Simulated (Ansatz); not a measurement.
# MnS (Fm-3m) in Ansatz: further runs

The runs below take MnS through relaxation of cell and atoms, with RPBE+D4, revPBE+D3(BJ).

Everything below comes from runs of Ansatz 0.2.0. Logs are shortened: lines on timing, memory, paths and dates and some standing lists are left out, and cuts for length are marked.

### 1 The structure

The structure is cubic, space group Fm-3m (No. 225). The conventional cell has a = 5.209 Å, b = 5.209 Å, c = 5.209 Å, α = 90.00°, β = 90.00°, γ = 90.00°. Mn (site symmetry m-3m) has 6 S at 2.60 Å as nearest neighbours. Around S (site symmetry m-3m) lie 6 Mn at 2.60 Å.

### 2 Relaxation of cell and atoms, RPBE+D4, collinear spin, ferromagnetic start

input.yaml

```yaml
crystal:
  lattice:
    - [0.0, 2.6045, 2.6045]
    - [2.6045, 0.0, 2.6045]
    - [2.6045, 2.6045, 0.0]
  atoms:
    - { symbol: Mn, position: [0.0, 0.0, 0.0], spin: 4.0 }
    - { symbol: S, position: [0.5, 0.5, 0.5] }
hamiltonian:
  xc: rpbe
  pseudopotentials: { kind: paw }
  dispersion: d4
magnetization:
  spin_polarized: true
kpoints:
  mp_grid: { grid: [9, 9, 9] }
scf:
  occupations: { method: fermi_dirac, width: 0.05 }
output:
  forces: true
  stress: true
  write_density: true
  write_potential: true
  elf: true
  volumetric_format: npy
relax:
  f_tol: 0.01
  max_steps: 40
  cell: { stress_tol: 0.05 }
```

Potentials or basis: Ansatz PAW.

Started as:

```
ansatz run input.yaml --threads 2 --pin off --max-ram 5632MiB --backend cpu --events-out ev --progress --plain --runs-dir out
```

The program printed:

```text
Warning: RAYON_NUM_THREADS=2 ignored (pool sized by the plan → 2); use --threads N
Engine: ansatz 0.2.0, aarch64-unknown-linux-gnu
Pseudopotentials: kind: paw
Pseudopotential: Mn, paw, valence charge 15, recommended cutoff 420 eV (normal), Mn.paw.azcp
Pseudopotential: S, paw, valence charge 6, recommended cutoff 420 eV (normal), S.paw.azcp
Functional definition: RPBE
  parameter kappa = 0.804
  parameter beta = 0.06672455060314922
  exchange = rpbe_x(kappa = kappa, mu = beta*pi^2/3)
  correlation = pbe_c(beta = beta)
Crystal: 2 atoms, lattice volume = 35.335 Å³
Basis set: ecut = 420 eV, 701 PW (Γ), exchange–correlation on 50×50×50 points (8 copies of the dense FFT grid, shifted against one another)
Bands: 17, of which v1, the nominal top of the filled ones, is band 11 counted from 1 (10 counted from 0)
Symmetry: 48 space group operations
Space group: Fm-3m (ITA 225), of the structure as read, at distance tolerance 3.3e-5 Å
Magnetic group: BNS 225.116 (UNI 1618), of the structure as read, at distance tolerance 3.3e-5 Å
k-points: 35 of 729
Non-local potential: Mn, projectors of the file, l = 0: 3, l = 1: 2, l = 2: 3, l = 3: 1
Non-local potential: S, projectors of the file, l = 0: 2, l = 1: 2, l = 2: 2
PAW form: soft (Blöchl's): semilocal exchange-correlation on the pseudo side does not see the compensation charge
PAW frozen core: Mn, regenerated for the run's functional, and the local potential with it (the file was generated under x = pbe(κ = 0.804, μ = 0.2195149727645171), c = pbe(β = 0.06672455060314922))
PAW frozen core: S, regenerated for the run's functional, and the local potential with it (the file was generated under x = pbe(κ = 0.804, μ = 0.2195149727645171), c = pbe(β = 0.06672455060314922))
PAW one-centre angular grid: Mn, 590 points (default); XC on 64 Gauss nodes
PAW one-centre angular grid: S, 110 points (default); XC on 64 Gauss nodes
Initial density: superposition of atomic densities (chi_scale 0.1, normalization cell, long waves kept (reshape's long-wave potential 0.00 eV rms))
Starting moments: Σ|m| = 4 μB on 1 of 2 sites
Initial wavefunctions: pseudopotential atomic-orbital guess
Functional: x = rpbe, c = pbe(β = 0.06672455060314922)
SCF iter   1: F=—  HF=-4811.438805 eV  |F-HF|=—  |Δ(HF+E_count)|=         —  Δρ=7.90e-2 (↑7.90e-2 ↓1.50e-2)  dr2=2.28e0  dr2_m=4.41e-1  M=4.436 μB ∫|m|=4.436 μB  β_m=0.30  ethr=3.10e-3  ⟨swp⟩=4.1  Hψ=5497  notcnv=0
Mixer restart at iter 1: flushing history
preconditioner: auto → Kerker (q_TF=auto, 2.502 Å⁻¹)  [metal: Δε(μ)=0.040 eV  Ē_g=9.239 eV  σ=0.050 eV  W_gap=0.20  n_scr=14 (ndim 8)  ℏωp=22.5 eV  f_vac=0.000  D(μ)=1.55/eV (n_scr^D=14)]
spin=Collinear: Kerker preconditioning applied to the charge; magnetization (m = ρ↑ − ρ↓) channel mixes plain (no charge-response kernel on spin).
SCF iter   2: F=—  HF=-4811.543986 eV  |F-HF|=—  |Δ(HF+E_count)|=   1.05e-1  Δρ=4.29e-2 (↑4.29e-2 ↓1.19e-2)  dr2=5.62e-1  dr2_m=1.91e-1  M=4.512 μB ∫|m|=4.512 μB  β_m=0.45  ethr=3.10e-3  ⟨swp⟩=2.4  Hψ=2577  notcnv=0  defer=27
SCF iter   3: F=—  HF=-4811.713474 eV  |F-HF|=—  |Δ(HF+E_count)|=   1.69e-1  Δρ=1.49e-2 (↑1.49e-2 ↓9.21e-3)  dr2=5.69e-2  dr2_m=3.74e-2  M=4.635 μB ∫|m|=4.635 μB  β_m=0.66  ethr=2.68e-3  ⟨swp⟩=2.2  Hψ=1958  notcnv=0  defer=30
SCF iter   4: F=—  HF=-4811.751082 eV  |F-HF|=—  |Δ(HF+E_count)|=         —  Δρ=4.57e-3 (↑3.03e-3 ↓4.57e-3)  dr2=1.72e-2  dr2_m=6.30e-4  M=4.763 μB ∫|m|=4.763 μB  β_m=0.66  ethr=2.71e-4  ⟨swp⟩=2.4  Hψ=2424  notcnv=0  defer=32
Mixer restart at iter 4: flushing history
SCF iter   5: F=—  HF=-4811.756288 eV  |F-HF|=—  |Δ(HF+E_count)|=   5.21e-3  Δρ=2.07e-3 (↑1.70e-3 ↓2.07e-3)  dr2=2.87e-3  dr2_m=7.23e-4  M=4.769 μB ∫|m|=4.769 μB  β_m=0.83  ethr=8.17e-5  ⟨swp⟩=2.6  Hψ=2146  notcnv=0  defer=47
SCF iter   6: F=—  HF=-4811.756933 eV  |F-HF|=—  |Δ(HF+E_count)|=   6.45e-4  Δρ=1.37e-3 (↑1.37e-3 ↓6.15e-4)  dr2=9.82e-4  dr2_m=7.12e-5  M=4.767 μB ∫|m|=4.767 μB  β_m=0.74  ethr=1.37e-5  ⟨swp⟩=2.0  Hψ=2057  notcnv=0  defer=47
SCF iter   7: F=—  HF=-4811.756792 eV  |F-HF|=—  |Δ(HF+E_count)|=   1.41e-4  Δρ=4.35e-4 (↑3.08e-4 ↓4.35e-4)  dr2=1.39e-4  dr2_m=4.34e-6  M=4.767 μB ∫|m|=4.767 μB  β_m=0.87  ethr=4.68e-6  ⟨swp⟩=2.0  Hψ=2165  notcnv=0  defer=47
SCF iter   8: F=—  HF=-4811.756995 eV  |F-HF|=—  |Δ(HF+E_count)|=   2.03e-4  Δρ=1.61e-4 (↑1.61e-4 ↓1.05e-4)  dr2=1.45e-5  dr2_m=2.03e-6  M=4.765 μB ∫|m|=4.765 μB  β_m=0.93  ethr=6.61e-7  ⟨swp⟩=2.2  Hψ=1686  notcnv=0  defer=47
SCF iter   9: F=—  HF=-4811.757021 eV  |F-HF|=—  |Δ(HF+E_count)|=   2.64e-5  Δρ=2.86e-5 (↑2.86e-5 ↓2.79e-5)  dr2=1.22e-6  dr2_m=3.52e-9  M=4.765 μB ∫|m|=4.765 μB  β_m=0.95  ethr=6.91e-8  ⟨swp⟩=2.1  Hψ=1600  notcnv=0  defer=47
SCF iter  10: F=—  HF=-4811.757023 eV  |F-HF|=—  |Δ(HF+E_count)|=   1.53e-6  Δρ=1.53e-5 (↑1.53e-5 ↓6.57e-6)  dr2=1.43e-7  dr2_m=1.32e-8  M=4.765 μB ∫|m|=4.765 μB  β_m=0.97  ethr=5.81e-9  ⟨swp⟩=2.1  Hψ=1646  notcnv=0  defer=47
SCF iter  11: F=-4811.757023 eV  HF=-4811.757023 eV  |F-HF|=1.37e-8  |Δ(HF+E_count)|=   9.36e-8  Δρ=4.80e-6 (↑2.44e-6 ↓4.80e-6)  dr2=1.90e-8  dr2_m=1.85e-9  M=4.765 μB ∫|m|=4.765 μB  ethr=4.76e-10  ⟨swp⟩=5.0  Hψ=6069  notcnv=0
[... 44 lines left out ...]
SCF iter   4: F=—  HF=-4811.859738 eV  |F-HF|=—  |Δ(HF+E_count)|=   2.03e-5  Δρ=1.97e-4 (↑8.99e-5 ↓1.97e-4)  dr2=7.83e-6  dr2_m=5.21e-6  M=4.253 μB ∫|m|=4.258 μB  β_m=0.78  ethr=6.75e-7  ⟨swp⟩=2.6  Hψ=1983  notcnv=0
SCF iter   5: F=—  HF=-4811.859762 eV  |F-HF|=—  |Δ(HF+E_count)|=   2.39e-5  Δρ=7.21e-5 (↑7.21e-5 ↓3.11e-5)  dr2=1.26e-6  dr2_m=5.12e-7  M=4.250 μB ∫|m|=4.255 μB  β_m=0.72  ethr=3.73e-8  ⟨swp⟩=2.1  Hψ=1726  notcnv=0
SCF iter   6: F=-4811.859762 eV  HF=-4811.859762 eV  |F-HF|=3.56e-8  |Δ(HF+E_count)|=   4.53e-7  Δρ=1.13e-5 (↑9.57e-6 ↓1.13e-5)  dr2=7.15e-8  dr2_m=1.89e-8  M=4.250 μB ∫|m|=4.255 μB  ethr=9.52e-10  ⟨swp⟩=5.6  Hψ=6254  notcnv=0
SCF 4 converged in 6 iterations: F = -4811.859762 eV  dr2 = 7.15e-8
relax step   4: F+E_penalty+E_count = -4811.85976158 eV  Δ(F+E_penalty+E_count) = -6.991e-4 eV  max|allowed force component| = 1.348e-30 eV/Å  Δτ_max = 0.0000 Å  P = -0.033 GPa  Ω = 30.408 Å³  energy of the carried Pulay correction = +1.978e-3 eV  (6 SCF iters, dr2 threshold 2.00e-7 eV, accepted)
Basis set: ecut = 420 eV, 609 PW (Γ), exchange–correlation on 48×48×48 points (8 copies of the dense FFT grid, shifted against one another)
Initial wavefunctions: pseudopotential atomic-orbital guess (no wavefunctions were taken with the density)
iter 1 solved again at ethr=1.59e-7 eV; its pass at ethr=3.10e-3 eV (dr2=3.34e-5 eV) is discarded
SCF iter   1: F=—  HF=-4811.857675 eV  |F-HF|=—  |Δ(HF+E_count)|=         —  Δρ=2.98e-4 (↑1.47e-4 ↓2.98e-4)  dr2=4.15e-5  dr2_m=3.90e-6  M=4.252 μB ∫|m|=4.257 μB  β_m=0.65  ethr=1.59e-7  ⟨swp⟩=3.0  Hψ=8854  notcnv=0
preconditioner: auto → none  [metal: Δε(μ)=0.012 eV  Ē_g=10.332 eV  σ=0.050 eV  W_gap=0.06  n_scr=0 (ndim 8)  ℏωp=24.3 eV  f_vac=0.000  D(μ)=1.54/eV (n_scr^D=14)]
SCF iter   2: F=—  HF=-4811.857654 eV  |F-HF|=—  |Δ(HF+E_count)|=   2.20e-5  Δρ=1.68e-4 (↑1.68e-4 ↓9.63e-5)  dr2=1.53e-5  dr2_m=1.31e-6  M=4.252 μB ∫|m|=4.257 μB  β_m=0.45  ethr=1.59e-7  ⟨swp⟩=2.1  Hψ=1634  notcnv=0
SCF iter   3: F=—  HF=-4811.857663 eV  |F-HF|=—  |Δ(HF+E_count)|=   9.71e-6  Δρ=9.93e-5 (↑9.93e-5 ↓5.20e-5)  dr2=1.38e-6  dr2_m=9.80e-7  M=4.251 μB ∫|m|=4.256 μB  β_m=0.45  ethr=7.28e-8  ⟨swp⟩=2.0  Hψ=1882  notcnv=0
SCF iter   4: F=—  HF=-4811.857668 eV  |F-HF|=—  |Δ(HF+E_count)|=   4.73e-6  Δρ=5.91e-5 (↑5.91e-5 ↓5.48e-5)  dr2=2.37e-7  dr2_m=7.84e-7  M=4.251 μB ∫|m|=4.255 μB  β_m=0.73  ethr=6.58e-9  ⟨swp⟩=1.2  Hψ=1277  notcnv=0
SCF iter   5: F=—  HF=-4811.857675 eV  |F-HF|=—  |Δ(HF+E_count)|=   6.78e-6  Δρ=8.30e-5 (↑8.30e-5 ↓4.70e-5)  dr2=7.76e-7  dr2_m=1.03e-6  M=4.250 μB ∫|m|=4.254 μB  β_m=0.43  ethr=1.13e-9  ⟨swp⟩=2.0  Hψ=1961  notcnv=0
SCF iter   6: F=—  HF=-4811.857676 eV  |F-HF|=—  |Δ(HF+E_count)|=   1.76e-6  Δρ=2.32e-5 (↑2.32e-5 ↓6.30e-6)  dr2=1.20e-7  dr2_m=4.25e-8  M=4.249 μB ∫|m|=4.254 μB  β_m=0.62  ethr=1.13e-9  ⟨swp⟩=2.5  Hψ=1909  notcnv=0
SCF iter   7: F=—  HF=-4811.857677 eV  |F-HF|=—  |Δ(HF+E_count)|=   3.82e-8  Δρ=2.61e-6 (↑2.61e-6 ↓9.89e-7)  dr2=8.84e-10  dr2_m=7.76e-10  M=4.249 μB ∫|m|=4.254 μB  β_m=0.81  ethr=5.71e-10  ⟨swp⟩=1.0  Hψ=1192  notcnv=0
SCF iter   8: F=—  HF=-4811.857677 eV  |F-HF|=—  |Δ(HF+E_count)|=   2.76e-9  Δρ=2.61e-7 (↑2.61e-7 ↓2.36e-7)  dr2=7.05e-11  dr2_m=1.37e-12  M=4.249 μB ∫|m|=4.254 μB  β_m=0.91  ethr=4.21e-12  ⟨swp⟩=2.3  Hψ=1718  notcnv=0
SCF iter   9: F=—  HF=-4811.857677 eV  |F-HF|=—  |Δ(HF+E_count)|=  1.11e-10  Δρ=2.98e-8 (↑2.07e-8 ↓2.98e-8)  dr2=6.42e-13  dr2_m=5.88e-14  M=4.249 μB ∫|m|=4.254 μB  β_m=0.95  ethr=1.00e-12  ⟨swp⟩=2.1  Hψ=1625  notcnv=0
SCF iter  10: F=-4811.857677 eV  HF=-4811.857677 eV  |F-HF|=0.00e0  |Δ(HF+E_count)|=  2.73e-12  Δρ=4.50e-8 (↑1.08e-8 ↓4.50e-8)  dr2=9.46e-13  dr2_m=1.22e-13  M=4.249 μB ∫|m|=4.254 μB  ethr=1.00e-12  ⟨swp⟩=3.0  Hψ=4147  notcnv=0
SCF 5 converged in 10 iterations: F = -4811.857677 eV  dr2 = 9.46e-13
relax step   5: F+E_penalty+E_count = -4811.85767654 eV  Δ(F+E_penalty+E_count) = +2.085e-3 eV  max|allowed force component| = 2.202e-30 eV/Å  Δτ_max = 0.0000 Å  P = -0.038 GPa  Ω = 30.408 Å³  stress off target by 3.81e-2 GPa  SCF on the basis re-selected at this cell (its energy is not comparable with the rows above)  (10 SCF iters)
basis re-selected at this cell: Δ(F+E_penalty+E_count) = +2.085e-3 eV, ΔP = -0.005 GPa vs the last step (what re-selecting the basis moved, of the pressure what is left beyond the Pulay correction that the steps carried, after the strain that the cell walked since its last selection, with what the two solves' SCF thresholds leave and, on support functions, any second-order correction that the steps lacked; it is no measure of the basis error at this ecutwfc). The dense FFT grid was sized anew with the basis: this SCF ran on 24×24×24 points, the steps before it on 25×25×25, so part of this shift can come from that change (see relax.cell in the input reference). This SCF's stress stands 3.81e-2 GPa from its target on what of the cell is left free (relax.cell.stress_tol is 5.00e-2 GPa) and its largest allowed force component is 2.20e-30 eV/Å (relax.f_tol is 1.00e-2 eV/Å): within both
SCF converged after 10 iterations
Magnetization: 4.2488 μB (12.6244 up, 8.3756 down)
Absolute magnetization: 4.2536 μB (∫|ρ↑−ρ↓|, with the PAW one-centre terms)
Spin contamination: 0.0471 ħ² per cell (⟨S²⟩ above its minimum at these occupations)
Per-site moments (μB) at R_I (Å): [(3.808560331907786, 1.021905241086282), (0.10424021558310653, 1.021905241086282)]
Free energy (F): -4811.857677 eV
Harris-Foulkes:  -4811.857677 eV  (|F-HF|=0.00e0)
Internal energy: -4811.845522 eV  (E = F + TS)
E sigma→0 (E₀):  -4811.851599 eV
Entropy (-TS):   -0.012155 eV (-6.077 meV/atom)
Fermi energy:    12.851070 eV
--- Per-component energies (eV) ---
  E_band       = -251.184397
  E_kinetic    = 410.735953
  E_local      = -2303.882737  (includes V_loc(G=0)·N_el)
  E_nonlocal   = 277.960906
  E_hartree    = 953.981737
  E_xc         = -210.343706
  E_vxc        = -231.828661  (∫ρ·V_xc dr)
  E_paw        = -1914.404714  (= ΣΔE_a)
  E_vpaw       = -312.133271  (= ΣTr[D̂ρ^β])
  E_aug_tail   = -0.000008  (compensation charges beyond the density's cutoff)
  E_ewald      = -2023.923905
  E_disp       = -1.882791  (pairwise vdW)
  E_core_change = -0.086256  (= ΣΔE_core)
  E_smearing   = -0.012155  (= −TS)
  E_closure    = 0.000000  (closes the sum)
  Σ components = -4811.857677   (vs F -4811.857677, Δ=0.00e0)
--- Forces (eV/Å), atoms counted from 1 ---
  atom   1  Mn    -0.00000000     0.00000000     0.00000000
  atom   2  S      0.00000000    -0.00000000     0.00000000
  max |Σ_I F_I| component: 2.96e-30 eV/Å
--- Stress (GPa, compression-positive) ---
       -0.038120       0.000000      -0.000000
       -0.000000      -0.038120      -0.000000
       -0.000000      -0.000000      -0.038120
  P = ⅓ Tr σ = -0.0381 GPa (-0.381 kbar)
--- Band table (eV; the first three rows and the last of 70) ---
  k-point 0 ↑: bands = ["-69.0492", "-37.7415", "-37.7415", "-37.7415", "-2.9051", "9.3420", "9.3420", "9.3420", "9.4633", "9.4633", "10.7197", "10.7197", "10.7197", "15.8235", "21.6220", "21.6220", "21.6220"]
  k-point 1 ↑: bands = ["-69.0490", "-37.7436", "-37.7418", "-37.7418", "-2.7501", "8.8498", "8.9273", "8.9273", "9.4391", "9.4391", "10.4024", "11.3230", "11.3230", "16.5647", "20.6616", "21.5678", "21.5678"]
  k-point 2 ↑: bands = ["-69.0487", "-37.7487", "-37.7425", "-37.7425", "-2.3148", "7.4198", "8.2146", "8.2146", "9.6420", "9.6420", "10.2830", "12.2765", "12.2765", "17.2306", "20.3310", "20.6610", "20.6610"]
  k-point 34 ↓: bands = ["-64.8068", "-33.5681", "-33.5654", "-33.5604", "-0.6806", "6.8290", "7.4251", "8.1307", "13.4092", "13.7734", "14.0111", "14.3136", "14.5090", "19.0756", "20.4691", "20.6324", "22.2291"]
--- Relaxed structure (4 steps of the walk, 4 accepted, 1 SCFs on fresh bases) ---
  F+E_penalty+E_count = -4811.85767654 eV   max|allowed force component| = 2.202e-30 eV/Å   (the final SCF, on the basis selected at the relaxed cell)
  cell:  # Å, volume = 30.4082 Å³
    - [-1.2356276895535247e-33, 2.477346038997047, 2.477346038997047]
    - [2.4773460389970468, -1.56682692853905e-33, 2.477346038997047]
    - [2.4773460389970468, 2.477346038997047, -1.4012273090462873e-33]
  atoms:
    - { symbol: Mn, position: [1.6761148808898657e-33, -2.070494852863959e-33, -1.0845449229287253e-33] }
    - { symbol: S, position: [0.5, 0.5, 0.5] }
```

Run time: 9 s. Hardware: 2 threads of Arm Neoverse V2, shared host; peak memory 0.3 GiB.

Results:

- Free energy: -4811.8577 eV
- Relaxed volume: 15.20 Å³/atom
- Relaxed cell: a = 3.503 Å, b = 3.503 Å, c = 3.503 Å, α = 60.00°, β = 60.00°, γ = 60.00°
- Space group after relaxing (to 0.05 Å): Fm-3m (No. 225)
- Energy gained by relaxing: 50.3 meV/atom
- Ionic steps: 5
- Pressure after relaxing: 0.0 GPa
- Band gap on the k mesh: none (metal or under the smearing width)
- Net moment: 4.25 μB per cell
- Absolute moment: 4.25 μB per cell
- Site moments: Mn +3.81; S +0.10 μB

The path:
```
step  energy change (eV)  largest force (eV/Å)  volume (Å³)
   1              0.0000                0.0000        35.33
   2             -0.0777                0.0000        32.82
   3             -0.1020                0.0000        30.79
   4             -0.1027                0.0000        30.41
   5             -0.1007                0.0000        30.41
```

Final structure:
```
CELL_PARAMETERS angstrom
0.00000 2.47735 2.47735
2.47735 0.00000 2.47735
2.47735 2.47735 0.00000
ATOMIC_POSITIONS crystal
Mn 0.00000 0.00000 0.00000
S 0.50000 0.50000 0.50000
```

Levels at points of the mesh, in eV from the Fermi level:
Spin up:
| k point | band 10 | band 11 | band 12 | band 13 | band 14 | band 15 | band 16 | band 17 |
| --- | --- | --- | --- | --- | --- | --- | --- | --- |
| (0.00, 0.00, 0.00) | -3.39 | -2.13 | -2.13 | -2.13 | 2.97 | 8.77 | 8.77 | 8.77 |
Spin down:
| k point | band 5 | band 6 | band 7 | band 8 | band 9 | band 10 | band 11 | band 12 |
| --- | --- | --- | --- | --- | --- | --- | --- | --- |
| (0.00, 0.00, 0.00) | -15.49 | -1.95 | -1.95 | -1.95 | -0.14 | -0.14 | -0.14 | -0.04 |

Caveat: the plane-wave basis is chosen anew once the cell has moved, so the energies of steps on either side of that aren't comparable; the volume moved by -14 % from the deposited cell, more than functionals usually miss; a cell with one magnetic atom can't hold antiferromagnetic order, which such compounds often take; semilocal functionals often make such compounds metallic where correlation or magnetic order opens a gap, which also shifts bond lengths; pairwise dispersion overbinds metals, which lowers pressure and volume; the PAW data sets come from PBE, with cores solved anew for the run's functional, which leaves a small shift of forces and pressure. With open d or f shells a metallic result of RPBE can be an artefact of self-interaction; +U or a hybrid may open a gap.

(Continued in part 2 of 2.)
